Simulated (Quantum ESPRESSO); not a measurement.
# Mo under changes of volume

One of the cells (15.892 Å³/atom); the others are scaled copies at fixed shape and fractional positions:

```
CELL_PARAMETERS angstrom
-1.58381 1.58381 1.58381
1.58381 -1.58381 1.58381
1.58381 1.58381 -1.58381
ATOMIC_POSITIONS crystal
Mo 0.00000 0.00000 0.00000
```

```yaml
Program: Quantum ESPRESSO 7.5
Functional: PBE
Potentials_or_basis: SSSP 1.3 efficiency PBE
Cutoff: 816 eV
Density_cutoff: 3265 eV
k_mesh: 12 × 12 × 12
Occupations: fermi-dirac, width 0.05 eV
Spin: no spin polarisation
```

```csv
volume (Å³/atom),energy over the lowest point (meV/atom),pressure (GPa)
14.938,38.60,15.9
15.256,13.69,9.3
15.574,?,?
15.892,0.00,-2.0
16.209,8.82,-6.9
16.527,26.69,-11.2
16.845,52.73,-15.1
```

Q: What does the run at 15.574 Å³/atom give?

A: Energy over the lowest point 1.24 meV/atom; pressure 3.3 GPa.

Worked out: A Birch-Murnaghan fit of order 3 (a polynomial in V^(-2/3)) to the other rows has its minimum at 15.77 Å³/atom with B0 = V·E''(V) = 262 GPa and B' = 4.3. It gives 1.24 meV/atom at 15.574 Å³/atom, against the run's 1.24, and -dE/dV = 3.3 GPa, against 3.3.

Energies are extrapolated to zero smearing.
